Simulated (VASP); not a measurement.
# CdSe (F-43m) in VASP: further runs, part 2 of 2

VASP 6.6.1. Earlier steps stand in the parts before.

**4. Relaxation of cell and atoms, RPBE**

INCAR

```
PREC = Accurate
ENCUT = 600
EDIFF = 1E-7
ISMEAR = 0
SIGMA = 0.02
LREAL = F
LASPH = T
NELM = 80
ALGO = Normal
ISIF = 3
LWAVE = F
LCHARG = F
GGA = RP
IBRION = 2
NSW = 90
EDIFFG = -0.005
```

KPOINTS

```
regular mesh
0
Gamma
  10 10 10
```

POSCAR

```
CdSe
1.0
    0.0000000000      3.0702712000      3.0702712000
    3.0702712000      0.0000000000      3.0702712000
    3.0702712000      3.0702712000      0.0000000000
Cd Se
1 1
Direct
    0.0000000000      0.0000000000      0.0000000000
    0.2500000000      0.2500000000      0.2500000000
```

Potentials or basis: VASP PAW PBE potentials, release 64 (Cd, Se).

Run with:

```bash
$ cat potpaw_PBE.64/Cd/POTCAR potpaw_PBE.64/Se/POTCAR > POTCAR
$ mpirun -np 1 vasp_std > vasp.out
```

OUTCAR:

```text
PREC = Accurate
   ENCUT = 600
   EDIFF = 1E-7
   ISMEAR = 0
   LREAL = F
   LASPH = T
   NELM = 80
   ISIF = 3
   GGA = RP
   IBRION = 2
   NSW = 90
   EDIFFG = -0.005

 ion  position               nearest neighbor table
   1  0.000  0.000  0.000-   2 2.66   2 2.66   2 2.66   2 2.66
   2  0.250  0.250  0.250-   1 2.66   1 2.66   1 2.66   1 2.66

  LATTYP: Found a face centered cubic cell.
 ALAT       =     6.1405424000

  Lattice vectors:

 A1 = (   0.0000000000,   3.0702712000,   3.0702712000)
 A2 = (   3.0702712000,   0.0000000000,   3.0702712000)
 A3 = (   3.0702712000,   3.0702712000,   0.0000000000)

Analysis of symmetry for initial positions (statically):
=====================================================================
 Subroutine PRICEL returns:
 Original cell was already a primitive cell.

 Routine SETGRP: Setting up the symmetry group for a
 face centered cubic supercell.

 Subroutine GETGRP returns: Found 24 space group operations
 (whereof 24 operations were pure point group operations)
 out of a pool of 48 trial point group operations.

The static configuration has the point symmetry T_d .

Analysis of symmetry for dynamics (positions and initial velocities):
=====================================================================
 Subroutine PRICEL returns:
 Original cell was already a primitive cell.

 Routine SETGRP: Setting up the symmetry group for a
 face centered cubic supercell.

 Subroutine GETGRP returns: Found 24 space group operations
 (whereof 24 operations were pure point group operations)
 out of a pool of 48 trial point group operations.

The dynamic configuration has the point symmetry T_d .

 Subroutine INISYM returns: Found 24 space group operations
 (whereof 24 operations are pure point group operations),
 and found     1 'primitive' translations

----------------------------------------------------------------------------------------

                                     Primitive cell

  volume of cell :      57.8842

  direct lattice vectors                    reciprocal lattice vectors
     0.000000000  3.070271200  3.070271200    -0.162852063  0.162852063  0.162852063
     3.070271200  0.000000000  3.070271200     0.162852063 -0.162852063  0.162852063
     3.070271200  3.070271200  0.000000000     0.162852063  0.162852063 -0.162852063

  length of vectors
     4.342019171  4.342019171  4.342019171     0.282068048  0.282068048  0.282068048

  position of ions in fractional coordinates (direct lattice)
     0.000000000  0.000000000  0.000000000
     0.250000000  0.250000000  0.250000000

  ion indices of the primitive-cell ions
   primitive index   ion index
                 1           1
                 2           2

----------------------------------------------------------------------------------------

 KPOINTS: regular mesh

Automatic generation of k-mesh.
 Grid dimensions read from file:
 generate k-points for:   10   10   10

 Generating k-lattice:
[... 52 lines left out ...]
 SYSTEM =  unknown system
   PREC   = accura    normal or accurate (medium, high low for compatibility)
   ISTART =      0    job   : 0-new  1-cont  2-samecut
   ICHARG =      2    charge: 1-file 2-atom 10-const
   ISPIN  =      1    spin polarized calculation?
   LNONCOLLINEAR =      F non collinear calculations
   LSORBIT =      F    spin-orbit coupling
   LASPH  =      T    aspherical Exc in radial PAW
   ENCUT  =  600.0 eV  44.10 Ry    6.64 a.u.   8.67  8.67  8.67*2*pi/ulx,y,z
   NELM   =     80;   NELMIN=  2; NELMDL= -5     # of ELM steps
   EDIFF  = 0.1E-06   stopping-criterion for ELM
   LREAL  =      F    real-space projection
   EDIFFG = -.5E-02   stopping-criterion for IOM
   NSW    =     90    number of steps for IOM
   IBRION =      2    ionic relax: 0-MD 1-quasi-New 2-CG
   NFREE  =      1    steps in history (QN), initial steepest desc. (CG)
   ISIF   =      3    stress and relaxation
   ISYM   =      2    0-nonsym 1-usesym 2-fastsym
   POTIM  = 0.5000    time-step for ionic-motion
   TEBEG  =    0.0;   TEEND  =   0.0 temperature during run
   PSTRESS=    0.0 pullay stress
   NELECT =      18.0000    total number of electrons
   NUPDOWN=      -1.0000    fix difference up-down
   EMIN   =  10.00;   EMAX   =-10.00  energy-range for DOS
   EFERMI =   0.00;   METHOD = LEGACY
   ISMEAR =     0;   SIGMA  =   0.02  broadening in eV -4-tet -1-fermi 0-gaus
   EFERMI_NEDOS =   21; number of points for ismear=-14 and -15
   IALGO  =     38    algorithm
   IMIX   =      4    mixing-type and parameters
     AMIX     =   0.40;   BMIX     =  1.00
     AMIX_MAG =   1.60;   BMIX_MAG =  1.00
  volume/ion in A,a.u.               =      28.94       195.31
  Fermi-wavevector in a.u.,A,eV,Ry     =   1.109121  2.095935 16.737199  1.230149
  Thomas-Fermi vector in A             =   2.245657
   LORBIT       =      0    0 simple, 1 ext, 2 COOP (PROOUT), +10 PAW based schemes
   GGA     = RP    functional components
   LHFCALC =     F    Hartree Fock is set to
   AEXX    =    0.0000 exact exchange contribution
   IVDW    =     0    specifies the selected vdW correction
   LEPSILON=     F    determine dielectric tensor
   LRPA    =     F    only Hartree local field effects (RPA)
 conjugate gradient relaxation of ions
 non-spin polarized calculation
 Gauss-broadening in eV      SIGMA  =   0.02
  energy-cutoff  :      600.00
  volume of cell :       57.88
 maximum number of plane-waves:      1964
   NGX = 17   NGY = 17   NGZ = 17

--------------------------------------- Ionic step        1  -------------------------------------------

 number of electron      17.9999997 magnetization

 Free energy of the ion-electron system (eV)
  ---------------------------------------------------
  ext. energy  EPLUGINS =         0.00000000
  ---------------------------------------------------
  free energy    TOTEN  =        -4.83469092 eV

  energy without entropy =       -4.83469092  energy(sigma->0) =       -4.83469092

------------------------ aborting loop because EDIFF is reached ----------------------------------------

  FORCE on cell =-STRESS in cart. coord.  units (eV):
  Direction    XX          YY          ZZ          XY          YZ          ZX
  --------------------------------------------------------------------------------------
  -------------------------------------------------------------------------------------
  Total        1.2353130      1.2353130      1.2353130      0.0000000      0.0000000      0.0000000
  in kB       34.1922259     34.1922259     34.1922259      0.0000000      0.0000000      0.0000000
  external PRESSURE =      34.1922259 kB  Pullay stress =       0.0000000 kB
[... 59 lines left out ...]
--------------------------------------- Ionic step        3  -------------------------------------------

 number of electron      18.0000004 magnetization

 Free energy of the ion-electron system (eV)
  ---------------------------------------------------
  ext. energy  EPLUGINS =         0.00000000
  ---------------------------------------------------
  free energy    TOTEN  =        -4.87880453 eV

  energy without entropy =       -4.87880453  energy(sigma->0) =       -4.87880453

 E-fermi :   0.4467     XC(G=0):  -8.1723

 val. band max:        0.3110623151   @ k =   0.0000   0.0000   0.0000
 cond. band min:       0.8800990284   @ k =   0.0000   0.0000   0.0000
 fundamental gap:      0.5690367133
 Fermi energy:         0.4466919512

 k-point     1 :       0.0000    0.0000    0.0000
  band No.  band energies     occupation
      1     -11.7133      2.00000
      2      -7.3458      2.00000
      3      -7.3458      2.00000
      4      -7.3458      2.00000
      5      -7.0739      2.00000
      6      -7.0739      2.00000
      7       0.3111      2.00000
      8       0.3111      2.00000
      9       0.3111      2.00000
     10       0.8801      0.00000
     11       6.3063      0.00000
     12       6.3063      0.00000
     13       6.3063      0.00000
[... 354 lines left out ...]
  band No.  band energies     occupation
      1     -11.4127      2.00000
      2      -7.2177      2.00000
      3      -7.2039      2.00000
      4      -7.1580      2.00000
      5      -7.0417      2.00000
      6      -6.9268      2.00000
      7      -2.8185      2.00000
      8      -1.0294      2.00000
      9      -0.8967      2.00000
     10       3.9726      0.00000
     11       4.4361      0.00000
     12       7.8768      0.00000
     13       8.6840      0.00000

 [... further k-points ...]

------------------------ aborting loop because EDIFF is reached ----------------------------------------

  FORCE on cell =-STRESS in cart. coord.  units (eV):
  Direction    XX          YY          ZZ          XY          YZ          ZX
  --------------------------------------------------------------------------------------
  -------------------------------------------------------------------------------------
  Total        0.0049866      0.0049866      0.0049866      0.0000000     -0.0000000      0.0000000
  in kB        0.1282328      0.1282328      0.1282328      0.0000000     -0.0000000      0.0000000
  external PRESSURE =       0.1282328 kB  Pullay stress =       0.0000000 kB
[... 17 lines left out ...]
  FREE ENERGIE OF THE ION-ELECTRON SYSTEM (eV)
  ---------------------------------------------------
  free  energy   TOTEN  =        -4.8788045253 eV

  energy  without entropy=       -4.8788045253  energy(sigma->0) =       -4.87880453

 reached required accuracy - stopping structural energy minimisation
```

CONTCAR:

```text
CdSe
   1.00000000000000
     0.0000000000000000    3.1465139961457265    3.1465139961457265
     3.1465139961457265    0.0000000000000000    3.1465139961457265
     3.1465139961457265    3.1465139961457265    0.0000000000000000
  Cd              Se
     1     1
Direct
     0.0000000000000000    0.0000000000000000    0.0000000000000000
     0.2500000000000000    0.2500000000000000    0.2500000000000000

  0.00000000E+00  0.00000000E+00  0.00000000E+00
  0.00000000E+00  0.00000000E+00  0.00000000E+00
```

Run time: 36 s. Hardware: 1 thread of Intel Xeon 6975P-C (Granite Rapids), shared host; peak memory 0.24 GiB.

What came out:

```
Free energy                            : -4.8788 eV
Relaxed volume                         : 31.15 Å³/atom
Relaxed cell                           : a = 4.450 Å, b = 4.450 Å, c = 4.450 Å, α = 60.00°, β = 60.00°, γ = 60.00°
Space group after relaxing (to 0.05 Å) : F-43m (No. 216)
Energy gained by relaxing              : 22.1 meV/atom
Ionic steps                            : 3
Pressure after relaxing                : 0.0 GPa
Band gap on the k mesh                 : 0.57 eV, direct
```

The path:
| step | energy change (eV) | largest force (eV/Å) | pressure (GPa) | volume (Å³) |
| --- | --- | --- | --- | --- |
| 1 | 0.0000 | 0.0000 | 3.42 | 57.88 |
| 2 | -0.0426 | 0.0000 | -0.54 | 63.21 |
| 3 | -0.0441 | 0.0000 | 0.01 | 62.30 |

Final structure:
```xyz
2
Lattice="0.0000 3.1465 3.1465 3.1465 0.0000 3.1465 3.1465 3.1465 0.0000" Properties=species:S:1:pos:R:3 pbc="T T T"
Cd    0.0000    0.0000    0.0000
Se    1.5733    1.5733    1.5733
```

Caveat: the PAW data sets were made with another functional, which shifts forces and pressure a little.

**5. Overview**

| task | level | cell | cutoff (eV) | gap on the mesh (eV) | pressure (GPa) | relaxed volume (Å³/atom) |
| --- | --- | --- | --- | --- | --- | --- |
| single point | PBEsol | as given | 520 | 0.43 | -1.1 | - |
| relaxation of cell and atoms | PBEsol | relaxed | 580 | 0.47 | 0.0 | 28.27 |
| relaxation of cell and atoms | RPBE | relaxed | 600 | 0.57 | 0.0 | 31.15 |

Alike in all rows: potentials or basis VASP PAW PBE potentials, release 64 (Cd, Se); no spin polarisation; k mesh 10 × 10 × 10; smearing gaussian 0.02 eV.

Caveats: the PAW data sets were made with another functional, which shifts forces and pressure a little.

Absolute energies hang on the potentials; compare differences alone.
